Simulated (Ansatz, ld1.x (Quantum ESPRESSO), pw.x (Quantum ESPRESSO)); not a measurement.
Equation-of-state test of one ultrasoft potential (copper)

copper (Cu), ultrasoft, made with ld1.x (Quantum ESPRESSO) 7.5 (PBE, scalar-relativistic). Core [Ar], reference 3d10 4s1 4p0. Waves: 4s (bound): rcut 2.30, rcutus 2.50 bohr; 4s channel at 4.25 Ry: rcut 2.30, rcutus 2.50 bohr; 4p (bound, empty): rcut 3.50, rcutus 4.25 bohr; 4p channel at 1.95 Ry: rcut 3.50, rcutus 4.25 bohr; 3d (bound): rcut 1.10, rcutus 2.20 bohr; 3d channel at 1.15 Ry: rcut 1.10, rcutus 2.20 bohr. Local part: all-electron potential smoothed inside 1.40 bohr (lloc = -2). Core correction: none. Augmentation charge: PSQ, inside the norm-conserving radii.

Atomic tests: cutoffs needed: 21 Ry and 35 Ry (the cutoffs (Ry, on a coarse ladder) from which the occupation-weighted sum of valence levels, in a spherical-Bessel basis at the reference potential, stays within 10 and 1 mRy of its value at 400 Ry); ghost test: no extra level below or beside the all-electron valence levels (s, p, d, f tested) (spherical-Bessel basis up to 400 Ry, 20 bohr box); configuration tests: 1 of 7 tests not solved or not reliable.

Crystal test: bcc Cu in pw.x 7.5, no spin, 16³ k-points, Fermi–Dirac smearing 0.01 Ry, cutoffs 45/580 Ry. The reference is all-electron LAPW (Ansatz 0.2.0) with the same functional, mesh and smearing; V0 and B0 come from Birch–Murnaghan fits to the pressures at five volumes. Errors are pseudo minus all-electron; Δ is the rms difference of the E(V) curves that follow from these fits, minima aligned, over ±6 % about the mean V0. Mesh and smearing are coarse, so the numbers serve the comparison and aren't converged zero-temperature values; the lattice is a test structure that the element need not adopt.

All-electron: a0 = 2.885 Å (V0 = 12.01 Å³/atom), B0 = 138.4 GPa.

Q: How far does the potential miss the all-electron equation of state?

A: mean pressure error (GPa): +6.00; a0 (Å): 2.921; a0 error (%): +1.24; B0 error (%): -7.4; Δ (meV/atom): 14.0. The largest radius (4.25 bohr) exceeds half the bond length (2.36 bohr), so the spheres overlap, which is one possible source of error among others. This is a poor potential for the solid. Atomic configuration tests: 1 of 7 tests not solved or not reliable.

```csv
V (Å³/atom),P all-electron (GPa),P pseudo (GPa)
11.418,7.97,16.39
11.719,3.63,10.34
12.019,-0.10,5.44
12.319,-3.30,1.52
12.620,-6.04,-1.52
```

Q: At the middle volume, how do free energy and pressure move when the wave cutoff is lowered (ecutrho held at 580 Ry)?

A:

| cutoff (Ry) | shift of F (meV/atom) | shift of P (GPa) |
| --- | --- | --- |
| 20 | +264.0 | -7.11 |
| 27 | +132.6 | -4.28 |
| 36 | +6.7 | -0.90 |

The run at the middle volume (145 k-points, 8 iterations) took about 16 s on one core of a shared host (Neoverse-V1, 32 threads, 247 GiB, load 25).
